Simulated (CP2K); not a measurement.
Crystal: Ti.

```xyz
2
Lattice="2.9500 0.0000 0.0000 -1.4750 2.5548 0.0000 0.0000 0.0000 4.6800" Properties=species:S:1:pos:R:3 pbc="T T T"
Ti    1.4750    0.8516    3.5100
Ti    0.0000    1.7032    1.1700
```

* Program: CP2K 2026.2
* Task: single point
* Functional: PBE
* Potentials or basis: POTENTIAL_UZH Ti GTH-PBE-q12; TZVP-MOLOPT-PBE-GTH basis
* Density cutoff: 6123 eV
* k mesh: 10 × 10 × 6
* Occupations: fermi-dirac, width 0.05 eV
* Spin: no spin polarisation

On this cell: pressure -1.3 GPa; largest force under 0.003 eV/Å; band gap on the k mesh none (metal or under the smearing width).

The same run follows on a disturbed copy (atoms moved at random, drawn with an rms of 0.05 Å):

```
Ti
1.0
     2.95000    0.00000    0.00000
    -1.47500    2.55477    0.00000
     0.00000    0.00000    4.68000
Ti
2
Direct
  0.68616 0.32688 0.74849
  0.33797 0.67291 0.24873
```

Task: What does the disturbed cell give?

Result: The energy (extrapolated to zero smearing) moves by +2.0 meV/atom; pressure -1.4 GPa; largest force 0.101 eV/Å; band gap on the k mesh none (metal or under the smearing width).

Forces in eV/Å, atoms in the order of the input:
```
Ti  -0.087  0.047  0.020
Ti   0.088 -0.047  0.011
```

Stress tensor (GPa, compression positive):
```
-1.66  0.69  0.00
 0.69 -0.96  0.00
 0.00  0.00 -1.48
```

The forces don't sum to zero, so they hold noise of the program's grid.

Caveats: the basis of atomic orbitals isn't converged, which shifts pressures, moduli and gaps.
